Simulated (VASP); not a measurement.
```yaml
crystal:
  lattice:
    - [0.00000, 3.07000, 3.07000]
    - [3.07000, 0.00000, 3.07000]
    - [3.07000, 3.07000, 0.00000]
  atoms:
    - { symbol: Al, position: [0.00000, 0.00000, 0.00000] }
    - { symbol: Sb, position: [0.25000, 0.25000, 0.25000] }
```

All values below come from PBE GGA, VASP's PBE PAW potentials (set 64) (plane waves; VASP). Numerical set-up: 520 eV cut-off, 7×7×7 Γ-centred mesh, Gaussian smearing of 0.050 eV, potentials Al Sb_GW.

### Question
Give the stress tensor in GPa (positive for a compressed cell).

### Answer

```
2.40  0.00  0.00
0.00  2.40  0.00
0.00  0.00  2.40
```
The pressure is its mean diagonal, 2.40 GPa.

The compound is AlSb in the zinc blende structure. The cell was not relaxed at this level. The run is one of a series of settings (ENCUT = 520, POTCAR Al Sb_GW (PBE.64 set) against the base run), some of them coarse on purpose.
